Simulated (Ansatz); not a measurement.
# A series in volume per atom on W

Results calculated with Ansatz 0.2.0 development build, not measured. Equation of state of a cubic crystal from periodic Kohn-Sham density functional theory without spin; pressure corrected for the finite basis.

Cell of the first row (space group Pm-3m, No. 221):
```
cell vectors (Å)
   2.5881     0.0000     0.0000
   0.0000     2.5881     0.0000
   0.0000     0.0000     2.5881
atoms (fractions of the cell vectors)
W   0.00000  0.00000  0.00000
```

Settings of every row: formula W; structure type simple cubic; functional PBE; spin treatment none; k mesh 41x41x41; occupation method fermi-dirac; occupation width 0.061225619 eV; wave cutoff 420 eV; datasets soft-1 PAW; density cutoff ratio 4.

Limits: a cubic model structure, not a phase known at ambient conditions; no spin-orbit coupling, which can matter with elements this heavy.

```csv
row,volume per atom (Å³),energy above lowest point (meV/atom),pressure (GPa)
1,17.335,42.47,13.942
2,17.704,?,?
3,18.073,3.01,3.562
4,18.441,0,-0.872
5,18.81,6.69,-4.87
6,19.179,22.12,-8.475
7,19.548,45.43,-11.725
```

Question: what energy above lowest point and pressure should row 2 give?

Worked fit of energy above lowest point. Take u = (V_r/V)^(2/3) − 1 with V_r = 18.625 Å³ an atom, which is twice the finite (Eulerian) strain; such expansions in the strain, on which the Birch-Murnaghan equation of state is built, carry the rest volume and the bulk modulus. The shown rows have u = 0.04901, 0.02026, 0.00664, -0.00657, -0.01935, -0.03173. Least squares give energy above lowest point = 2.187 − 507.98 × u + 27019 × u² + 2383 × u³ meV/atom; a parabola predicts inner rows, each left out in turn, worse (root mean square 0.047 against 0.011 meV/atom). The rows lie off it by 0.00, 0.00, -0.01, 0.00, 0.00, 0.00. Its lowest point lies at u = 0.0094, or V = 18.37 Å³ an atom, and the curvature there gives the bulk modulus at fixed shape and fractions, B = (4/9)(1 + u)² E″(u)/V = 214 GPa. The withheld row has u = 0.03439, so the fit gives 2.187 − 507.98 × (0.03439) + 27019 × (0.03439)² + 2383 × (0.03439)³ = 16.77 meV/atom.

The calculation gave 16.77 meV/atom. The fit meets it to the printed digit.

Worked fit of pressure. Take u = (V_r/V)^(2/3) − 1 with V_r = 18.625 Å³ an atom, which is twice the finite (Eulerian) strain; such expansions in the strain, on which the Birch-Murnaghan equation of state is built, carry the rest volume and the bulk modulus. The shown rows have u = 0.04901, 0.02026, 0.00664, -0.00657, -0.01935, -0.03173. Least squares give pressure = −2.9157 + 302.931 × u + 813.47 × u² + 487.7 × u³ GPa; a parabola predicts inner rows, each left out in turn, worse (root mean square 0.0099 against 0.0058 GPa). The rows lie off it by 0.000, 0.002, -0.004, 0.001, 0.001, -0.001. The pressure vanishes at u = 0.0094, or V = 18.37 Å³ an atom, and there the bulk modulus at fixed shape and fractions is B = −V dP/dV = (2/3)(1 + u) dP/du = 214 GPa. The withheld row has u = 0.03439, so the fit gives −2.9157 + 302.931 × (0.03439) + 813.47 × (0.03439)² + 487.7 × (0.03439)³ = 8.484 GPa.

The calculation gave 8.48 GPa. The fit lies 0.004 GPa (0.016 % of the column's range) above it; its largest miss of a shown row is 0.004 GPa.
